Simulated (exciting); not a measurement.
## Au: single point with PBE

Au:

```
Au
1.0
     0.00000    2.03500    2.03500
     2.03500    0.00000    2.03500
     2.03500    2.03500    0.00000
Au
1
Direct
  0.00000 0.00000 0.00000
```

```yaml
Program: exciting (release sodium)
Task: single point
Functional: PBE
Potentials_or_basis: all-electron LAPW+lo, shipped species files, valence relativity iora*
rgkmax: 9
k_mesh: 11 × 11 × 11
Occupations: gaussian, width 0.014 eV
Spin: no spin polarisation
```

```json
{
 "Band gap on the k mesh": "none (metal or under the smearing width)",
 "All electrons inside the program's atomic spheres": "Au 76.79 (radii Au 2.3 bohr)"
}
```

Levels at points of the mesh, in eV from the Fermi level:
```csv
k point,band 12,band 13,band 14,band 15,band 16,band 17,band 18,band 19,band 20,band 21
"(0.00, 0.00, 0.00)",-4.88,-4.88,-4.88,-3.33,-3.33,14.35,18.40,18.40,18.40,23.41
```

Run time: 46 s on 1 thread of Arm Neoverse V2, with other jobs on the host, peak memory 0.1 GiB.

Caveat: the basis of Au and Ba changes in steps between geometries, so energy differences can be off by several meV. The run has no spin-orbit coupling, so splittings on Au are missing.
